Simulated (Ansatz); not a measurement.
## BN: equation of state with r2SCAN

BN:

```
N B
1.0
     2.50804    0.00000    0.00000
    -1.24671    2.17623    0.00000
    -0.63067   -1.08812    3.02254
N B
1 1
Direct
  0.66851 0.33238 0.98500
  0.97964 0.98350 0.00181
```

The cell comes from a database or a generator and needn't be the stable form of this composition.

```yaml
Program: Ansatz 0.2.0
Task: equation of state
Functional: r2SCAN
Potentials_or_basis: Ansatz PAW
Cutoff: 500 eV
Density_cutoff: 2000 eV
k_mesh: 13 × 13 × 9
Occupations: fermi-dirac, width 0.05 eV
Spin: no spin polarisation
```

```
Equilibrium volume                        : 8.27 Å³/atom
Bulk modulus at fixed shape and positions : 272 GPa
Pressure derivative of the bulk modulus   : 3.6
```

Energy against volume, from the lowest point:
```tsv
volume (Å³/atom)	energy (meV/atom)
7.754	30.24
7.919	13.57
8.084	3.69
8.249	0.00
8.414	1.97
8.579	9.10
8.744	20.95
```

All runs of the series together: 46 s on 2 threads of Intel(R) Xeon(R) Platinum 8488C (Sapphire Rapids), with other jobs on the host.

Caveat: the cell was scaled at fixed shape and fractional positions, which overstates the stiffness of a crystal with free parameters, most of all of layers and chains; the PAW data sets were made with another functional, which shifts forces and pressure a little.
